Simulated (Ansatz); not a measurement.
# Zone-centre phonons of TaN at 16 GPa: input and output

Computed with Ansatz, DFT PBE, scalar-relativistic, plane waves, PAW.

Launched with:
```bash
ansatz run input.yaml --threads 1 --pin off --max-ram 3072MiB --backend cpu --events-out ev --progress --plain --runs-dir out
```

Input (bare energies are in eV):
```yaml
crystal:
  lattice:
    - [2.9055949334, 0.0, 0.0]
    - [-1.4527974667, 2.5163190255, 0.0]
    - [0.0, 0.0, 2.8607990475]
  atoms:
    - { symbol: Ta, position: [0.3333333333, 0.6666666667, 0.5] }
    - { symbol: "N", position: [0.0, 0.0, 0.0] }
basis:
  ecutwfc: 420
kpoints:
  mp_grid: { grid: [18, 18, 14] }
hamiltonian:
  xc: pbe
scf:
  occupations: { method: fermi_dirac, width: 0.15 }
output:
  eigenvalues: true
phonons:
  method: dfpt
  eigenvectors: true
```

Results section of the output:
```
--- Phonons (Γ-DFPT): 4 representative perturbations + reference, on 728 of 4536 k-points (Σ response iterations 12) ---
  k mesh reduced under 4 symmetry operations, with k and −k counted as one. Each operation leaves every solved displacement unchanged or reverses it
  ASR residual: 1.131e-4 → 0.000e0 eV/Å²; symmetrization residual: 1.422e-6 eV/Å²
  ASR residual per site (eV/Å²): 1.13e-4 4.76e-5
  Γ frequencies (cm⁻¹): 0.00 0.00 0.00 549.06 549.06 583.68
  non-analytic LO–TO correction: not included (Born effective charges unavailable; polar crystals: no LO–TO splitting at Γ)
```

The run took 78 s on 1 thread of Intel(R) Xeon(R) Platinum 8259CL CPU @ 2.50GHz (Skylake/Cascade Lake) (shared host), peak memory 0.92 GiB.

In a metal, frequencies and elastic constants depend on the k mesh and the smearing, soft modes and shear constants most. Spin–orbit coupling is left out, which matters for heavy elements. Other phases may be more stable at this pressure. A semilocal functional can close a gap that the real compound has.

This form isn't the usual stable structure of the compound at low pressure.